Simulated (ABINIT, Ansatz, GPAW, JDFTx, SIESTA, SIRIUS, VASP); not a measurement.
One calculation of MgS, 8 ways

```
CELL_PARAMETERS angstrom
0.00000 2.60165 2.60165
2.60165 0.00000 2.60165
2.60165 2.60165 0.00000
ATOMIC_POSITIONS crystal
S 0.50000 0.50000 0.50000
Mg 0.00000 0.00000 0.00000
```

Alike in all runs: task single point; functional PBEsol; k mesh 9 × 9 × 9; occupations fermi-dirac, width 0.05 eV; no spin polarisation; no spin-orbit coupling. Pressure is positive in compression and, in plane waves, holds the error of the finite cutoff, which Ansatz's Pulay term estimates and takes out.

```json
{"program and potentials": "Ansatz, Ansatz PAW", "plane-wave cutoff (eV)": "420", "notes": "potentials made for PBE, which Ansatz adapts in part; 8 valence electrons an atom on average", "pressure (GPa)": "-0.94"}
{"program and potentials": "SIRIUS, PseudoDojo 0.4.1 PBEsol standard (scalar relativistic)", "plane-wave cutoff (eV)": "1152", "notes": "8 valence electrons an atom on average", "pressure (GPa)": "-0.88"}
{"program and potentials": "VASP, PBE PAW files Mg, S, 520 eV", "plane-wave cutoff (eV)": "520", "notes": "potentials made for PBE; 4 valence electrons an atom on average", "pressure (GPa)": "-1.14"}
{"program and potentials": "SIESTA, files PseudoDojo sr-pbesol-0.4.1-standard, DZP (energy shift 0.003 Ry; two zetas on semicore shells)", "plane-wave cutoff (eV)": "-", "notes": "atomic basis; 8 valence electrons an atom on average", "pressure (GPa)": "1.22"}
{"program and potentials": "ABINIT, PseudoDojo NC SR PBEsol v0.4.1 standard", "plane-wave cutoff (eV)": "1143", "notes": "8 valence electrons an atom on average", "pressure (GPa)": "-0.89"}
{"program and potentials": "Ansatz, all-electron LAPW, scalar-relativistic", "plane-wave cutoff (eV)": "-", "notes": "-", "pressure (GPa)": "-0.96"}
{"program and potentials": "GPAW, PAW data sets generated for this functional", "plane-wave cutoff (eV)": "800", "notes": "8 valence electrons an atom on average", "pressure (GPa)": "-0.90"}
{"program and potentials": "JDFTx, PseudoDojo-SR-PBEsol-0.4.1-standard with smoothed tails", "plane-wave cutoff (eV)": "1143", "notes": "8 valence electrons an atom on average", "pressure (GPa)": "-0.89"}
```

The pressure spans -1.14 (VASP, PBE PAW files Mg, S, 520 eV) to 1.22 GPa (SIESTA, files PseudoDojo sr-pbesol-0.4.1-standard, DZP (energy shift 0.003 Ry; two zetas on semicore shells)), with all-electron results at -0.96. Rows in atomic bases carry the error of their basis and grid, which can be large.

Differences between rows come from potentials, basis sets and numerical settings, since the functional is the same but for its coding. Runs on potential files found faulty are left out.

Every plane-wave run and the all-electron reference put this rocksalt cell under slight tension, so PBEsol would favour a somewhat smaller volume. SIESTA alone reverses the sign, at 1.22 GPa, and would expand the cell. Since ABINIT, with the same family of potentials, gives -0.89 GPa, the reversal points to the local-orbital representation rather than to the pseudopotentials. In a strongly ionic sulfide, much of the valence charge sits on large, polarisable anions, and a compact basis built from atomic orbitals probably lacks the flexibility to follow their response to compression.

Among the plane-wave results, VASP lies furthest from the all-electron value. Its smaller valence space leaves the Mg 2s and 2p shells frozen, which removes their response to the crystal field, but the use of PBE potentials with PBEsol is an equally possible cause. The close agreement of the other plane-wave runs with LAPW supports the sign and approximate size of the PBEsol stress, though one volume alone does not fix the equilibrium lattice constant.
